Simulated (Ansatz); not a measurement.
# AlAs: the cost of one run

All numbers are computed with Ansatz 0.2.0 through its Python package. Level of theory: DFT PBE+D4, plane waves, PAW.

### Step 1. The system

The structure is cubic, space group F-43m (No. 216). The conventional cell has a = 5.661 Å, b = 5.661 Å, c = 5.661 Å, α = 90.00°, β = 90.00°, γ = 90.00°. Al (site symmetry -43m) is surrounded by 4 As at 2.45 Å. As (site symmetry -43m) has 4 Al at 2.45 Å in its first shell of neighbours.

The script reads alas.extxyz:

```xyz
2
Lattice="0.0 2.8304 2.8304 2.8304 0.0 2.8304 2.8304 2.8304 0.0" Properties=species:S:1:pos:R:3 pbc="T T T"
Al    0.00000000    0.00000000    0.00000000
As    1.41520000    1.41520000    1.41520000
```

### Step 2. The script

run_mass.py reads:

```python
"""Effective masses of AlAs by finite differences."""

import warnings

import ansatz as az
import numpy as np

SETTINGS = {
    "tolerance": 1e-08,
    "functional": "PBE",
    "vdw": "D4",
    "smearing": "fixed",
}


def main() -> None:
    warnings.simplefilter("ignore", az.DeckWarning)

    system = az.Crystal.from_extxyz("alas.extxyz")

    setup = system.calculation()
    setup = setup.scf(tolerance=SETTINGS["tolerance"], algorithm="direct_min")
    setup = setup.mixing("anderson").functional(SETTINGS["functional"], dispersion=SETTINGS["vdw"])
    setup = setup.basis(16 * az.Ha, xc_grid=3).kpoints(7)
    setup = setup.pseudopotentials("paw").occupations(SETTINGS["smearing"])
    # find the band extrema among the mesh points first
    out = setup.band_table().run(threads=1, backend="cpu")
    summary = out.report
    levels = np.array(summary["eigenvalues_ev"])
    filled = round(summary["n_electrons"] / 2)
    edges = {"top filled band": (filled - 1, levels[:, filled - 1].argmax()), "lowest empty band": (filled, levels[:, filled].argmin())}
    gap = levels[:, filled].min() - levels[:, filled - 1].max()
    print(f"gap on the mesh {gap:.3f} eV")
    if gap <= 0.05:
        print("no gap: band-edge masses have no meaning here")
        edges = {}
    reciprocal = 2 * np.pi * np.linalg.inv(out.lattice.cell_ang).T
    step = 0.008  # 1/A

    # m/m_e = (hbar^2/m_e) / (d2E/dk2), with hbar^2/m_e = 7.61996 eV A^2
    pairs = [(0, 1), (0, 2), (1, 2)]
    moves = [sign * axis for axis in np.eye(3) for sign in (-1, 1)]
    moves += [s1 * np.eye(3)[i] + s2 * np.eye(3)[j] for i, j in pairs for s1 in (1, -1) for s2 in (1, -1)]
    for name, (band, index) in edges.items():
        together = int(np.sum(np.abs(levels[index] - levels[index, band]) < 2e-3))
        print(name, "at k =", np.round(summary["kpoints_frac"][index], 4), f"E = {levels[index, band]:.4f} eV, degeneracy {together}")
        centre = np.array(summary["kpoints_frac"][index]) @ reciprocal
        points = [centre] + [centre + step * move for move in moves]
        table = setup.band_structure(points, intervals=1, cartesian=True).run(threads=1, backend="cpu").band_structure().channels[0].eigenvalues_ev
        if together > 1:
            level = np.flatnonzero(np.abs(levels[index] - levels[index, band]) < 2e-3)
            along = (table[1, level] + table[2, level] - 2 * table[0, level]) / step ** 2
            print("  degenerate level, no single mass tensor; masses of its branches along x:", np.round(7.61996 / along, 3), "m_e")
            continue
        e = table[:, band]
        hessian = np.diag((e[1:7:2] + e[2:7:2] - 2 * e[0]) / step ** 2)
        for (i, j), (pp, pm, mp, mm) in zip(pairs, e[7:].reshape(3, 4)):
            hessian[i, j] = hessian[j, i] = (pp - pm - mp + mm) / (4 * step ** 2)
        curvatures, axes = np.linalg.eigh(hessian)
        slope = (e[2:7:2] - e[1:7:2]) / (2 * step)
        print("  slope (eV A):", np.round(slope, 3) + 0.0, "" if np.abs(slope).max() < 0.05 else "- no extremum here, so these are local curvatures and no band-edge masses")
        for curvature, axis in zip(curvatures, axes.T):
            print(f"  principal mass {7.61996 / curvature:8.3f} m_e along", np.round(axis, 2) + 0.0)


if __name__ == "__main__":
    main()
```

### Step 3. What the engine is handed

The package turns the script's settings into the engine's input (first run):

```yaml
crystal:
  lattice:
    - [0.0, 2.8304, 2.8304]
    - [2.8304, 0.0, 2.8304]
    - [2.8304, 2.8304, 0.0]
  atoms:
    - { symbol: Al, position: [0.0, 0.0, 0.0] }
    - { symbol: As, position: [0.25, 0.25, 0.25] }
basis:
  ecutwfc: 435.382179935808
  xc_grid: 3
kpoints:
  mp_grid:
    grid: [7, 7, 7]
hamiltonian:
  xc: pbe
  dispersion: d4
  pseudopotentials:
    kind: paw
scf:
  algorithm: direct_min
  convergence:
    dr2_threshold: 1.0e-08
  mixing:
    algorithm: anderson
  occupations:
    method: fixed
output:
  eigenvalues: true
```

### Step 4. Running it

On the command line:

```bash
> python run_mass.py
```

What time and memory should one allow on 1 thread of Arm Neoverse V1, shared host?

About 10 s, with a peak of 0.39 GiB.
